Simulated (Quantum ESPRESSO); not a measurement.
A run of Quantum ESPRESSO 7.5:

File pw.in:

```
&CONTROL
  calculation = 'scf'
  prefix = 'pwscf'
  outdir = './tmp'
  pseudo_dir = './pseudo'
  tprnfor = .true.
  tstress = .true.
  disk_io = 'low'
/
&SYSTEM
  ibrav = 0
  nat = 2
  ntyp = 2
  ecutwfc = 70
  nbnd = 10
  input_dft = 'r2scan'
  occupations = 'smearing'
  smearing = 'fd'
  degauss = 0.00367493
  nosym = .true.
/
&ELECTRONS
  conv_thr = 1d-08
  electron_maxstep = 120
  mixing_beta = 0.5
/
ATOMIC_SPECIES
Cs   132.9055 Cs_ONCV_PBE-1.2.upf
H      1.0080 H_ONCV_PBE-1.2.upf
CELL_PARAMETERS angstrom
   0.0000000000    3.1880000000    3.1880000000
   3.1880000000    0.0000000000    3.1880000000
   3.1880000000    3.1880000000    0.0000000000
ATOMIC_POSITIONS crystal
Cs     0.0000000000    0.0000000000    0.0000000000
H      0.5000000000    0.5000000000    0.5000000000
K_POINTS automatic
5 5 5 0 0 0
```

The input bands.in:

```
&CONTROL
  calculation = 'bands'
  prefix = 'pwscf'
  outdir = './tmp'
  pseudo_dir = './pseudo'
  disk_io = 'low'
  verbosity = 'high'
/
&SYSTEM
  ibrav = 0
  nat = 2
  ntyp = 2
  ecutwfc = 70
  nbnd = 10
  input_dft = 'r2scan'
  occupations = 'smearing'
  smearing = 'fd'
  degauss = 0.00367493
  nosym = .true.
/
&ELECTRONS
  conv_thr = 1d-08
  electron_maxstep = 120
  mixing_beta = 0.5
  diago_full_acc = .true.
  startingwfc = 'random'
/
ATOMIC_SPECIES
Cs   132.9055 Cs_ONCV_PBE-1.2.upf
H      1.0080 H_ONCV_PBE-1.2.upf
CELL_PARAMETERS angstrom
   0.0000000000    3.1880000000    3.1880000000
   3.1880000000    0.0000000000    3.1880000000
   3.1880000000    3.1880000000    0.0000000000
ATOMIC_POSITIONS crystal
Cs     0.0000000000    0.0000000000    0.0000000000
H      0.5000000000    0.5000000000    0.5000000000
K_POINTS crystal
60
 0.0000000000  0.0000000000  0.0000000000 1
 0.0625000000  0.0000000000  0.0625000000 1
 0.1250000000  0.0000000000  0.1250000000 1
 0.1875000000  0.0000000000  0.1875000000 1
 0.2500000000  0.0000000000  0.2500000000 1
 0.3125000000  0.0000000000  0.3125000000 1
 0.3750000000  0.0000000000  0.3750000000 1
 0.4375000000  0.0000000000  0.4375000000 1
 0.5000000000  0.0000000000  0.5000000000 1
 0.5000000000  0.0625000000  0.5625000000 1
 0.5000000000  0.1250000000  0.6250000000 1
 0.5000000000  0.1875000000  0.6875000000 1
 0.5000000000  0.2500000000  0.7500000000 1
 0.4375000000  0.3125000000  0.7500000000 1
 0.3750000000  0.3750000000  0.7500000000 1
 0.3375000000  0.3375000000  0.6750000000 1
 0.3000000000  0.3000000000  0.6000000000 1
 0.2625000000  0.2625000000  0.5250000000 1
 0.2250000000  0.2250000000  0.4500000000 1
 0.1875000000  0.1875000000  0.3750000000 1
 0.1500000000  0.1500000000  0.3000000000 1
 0.1125000000  0.1125000000  0.2250000000 1
 0.0750000000  0.0750000000  0.1500000000 1
 0.0375000000  0.0375000000  0.0750000000 1
 0.0000000000  0.0000000000  0.0000000000 1
 0.0625000000  0.0625000000  0.0625000000 1
 0.1250000000  0.1250000000  0.1250000000 1
 0.1875000000  0.1875000000  0.1875000000 1
 0.2500000000  0.2500000000  0.2500000000 1
 0.3125000000  0.3125000000  0.3125000000 1
 0.3750000000  0.3750000000  0.3750000000 1
 0.4375000000  0.4375000000  0.4375000000 1
 0.5000000000  0.5000000000  0.5000000000 1
 0.5250000000  0.4500000000  0.5250000000 1
 0.5500000000  0.4000000000  0.5500000000 1
 0.5750000000  0.3500000000  0.5750000000 1
 0.6000000000  0.3000000000  0.6000000000 1
 0.6250000000  0.2500000000  0.6250000000 1
 0.5833333333  0.2500000000  0.6666666667 1
 0.5416666667  0.2500000000  0.7083333333 1
 0.5000000000  0.2500000000  0.7500000000 1
 0.5000000000  0.2857142857  0.7142857143 1
 0.5000000000  0.3214285714  0.6785714286 1
 0.5000000000  0.3571428571  0.6428571429 1
 0.5000000000  0.3928571429  0.6071428571 1
 0.5000000000  0.4285714286  0.5714285714 1
 0.5000000000  0.4642857143  0.5357142857 1
 0.5000000000  0.5000000000  0.5000000000 1
 0.4821428571  0.4821428571  0.5357142857 1
 0.4642857143  0.4642857143  0.5714285714 1
 0.4464285714  0.4464285714  0.6071428571 1
 0.4285714286  0.4285714286  0.6428571429 1
 0.4107142857  0.4107142857  0.6785714286 1
 0.3928571429  0.3928571429  0.7142857143 1
 0.3750000000  0.3750000000  0.7500000000 1
 0.6250000000  0.2500000000  0.6250000000 1
 0.5937500000  0.1875000000  0.5937500000 1
 0.5625000000  0.1250000000  0.5625000000 1
 0.5312500000  0.0625000000  0.5312500000 1
 0.5000000000  0.0000000000  0.5000000000 1
```

Potentials or basis: SG15 PBE 1.2.

Launch:

```console
$ OMP_NUM_THREADS=1 mpirun -n 4 pw.x -nk 2 -in pw.in > pw.out
$ OMP_NUM_THREADS=1 mpirun -n 4 pw.x -nk 4 -in bands.in > bands.out
```

Hardware: 4 MPI ranks on Intel(R) Xeon(R) Platinum 8259CL CPU @ 2.50GHz (Skylake/Cascade Lake), on a shared host.

Task: Estimate the wall time of this run.

Result: Wall time 2.7 min on 4 MPI ranks on Intel(R) Xeon(R) Platinum 8259CL CPU @ 2.50GHz (Skylake/Cascade Lake), with other jobs on the host, peak memory 0.36 GiB a rank. Counts: scf iterations 8, k pools 2, bands 10, k points 63, g dense 34621.
